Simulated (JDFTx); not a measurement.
Crystal: HfC.

```
CELL_PARAMETERS angstrom
0.00000 2.32500 2.32500
2.32500 0.00000 2.32500
2.32500 2.32500 0.00000
ATOMIC_POSITIONS crystal
Hf 0.50000 0.50000 0.50000
C 0.00000 0.00000 0.00000
```

* Program: JDFTx 1.7.0 (patched build)
* Task: single point
* Functional: PBE
* Potentials or basis: PseudoDojo-SR-PBE-0.5-standard
* Cutoff: 1116 eV
* Density cutoff: 4463 eV
* k mesh: 10 × 10 × 10
* Occupations: fermi-dirac, width 0.05 eV
* Spin: no spin polarisation

On this cell: pressure 0.4 GPa; largest force zero by symmetry; band gap on the k mesh none (metal or under the smearing width).

The same run follows on a disturbed copy (atoms moved at random, drawn with an rms of 0.05 Å):

```
Hf C
1.0
     0.00000    2.32500    2.32500
     2.32500    0.00000    2.32500
     2.32500    2.32500    0.00000
Hf C
1 1
Cartesian
  2.3174 2.2719 2.3181
  0.0297 -0.0376 0.0215
```

What changes?

The energy (extrapolated to zero smearing) moves by +4.6 meV/atom; pressure 0.6 GPa; largest force 0.361 eV/Å; band gap on the k mesh none (metal or under the smearing width).

Forces in eV/Å, atoms in the order of the input:
```
Hf   0.272  0.114  0.208
C   -0.272 -0.114 -0.208
```

Stress tensor (GPa, compression positive):
```
 0.79 -0.09 -0.16
-0.09  0.47 -0.07
-0.16 -0.07  0.62
```

Caveats: forces may be off by hundredths of an eV/Å (some runs).
